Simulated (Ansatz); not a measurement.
# Sb (I4/mcm) in Ansatz: equation of state

How stiff is Sb in PBEsol, and what volume does it want? The cell is scaled to several volumes.

Everything below comes from runs of Ansatz 0.2.0. Logs are shortened: lines on timing, memory, paths and dates and some standing lists are left out, and cuts for length are marked.

## (1) The crystal as given

It takes space group I4/mcm (No. 140, tetragonal). Conventional cell: a = 8.060 Å, b = 8.060 Å, c = 4.051 Å, α = 90.00°, β = 90.00°, γ = 90.00°. Sb (site symmetry m2m) is surrounded by 7 Sb at 3.03 to 3.45 Å.

This isn't the form of Sb at room conditions, which is rhombohedral.

## (2) Equation of state, PBEsol

Potentials or basis: all-electron LAPW, scalar-relativistic.

No new run: the results of the series are fitted here.

Results:

```
Equilibrium volume                        : 32.43 Å³/atom
Bulk modulus at fixed shape and positions : 53 GPa
Pressure derivative of the bulk modulus   : 4.6
```

Energy against volume, from the lowest point:
```tsv
volume (Å³/atom)	energy (meV/atom)
30.922	12.35
31.580	3.63
32.238	0.00
32.896	0.90
33.554	5.86
34.212	14.42
34.870	26.20
```

Caveat: the cell was scaled at fixed shape and fractional positions, which overstates the stiffness of a crystal with free parameters, most of all of layers and chains. Spin-orbit coupling is left out, which matters for the levels of Sb.
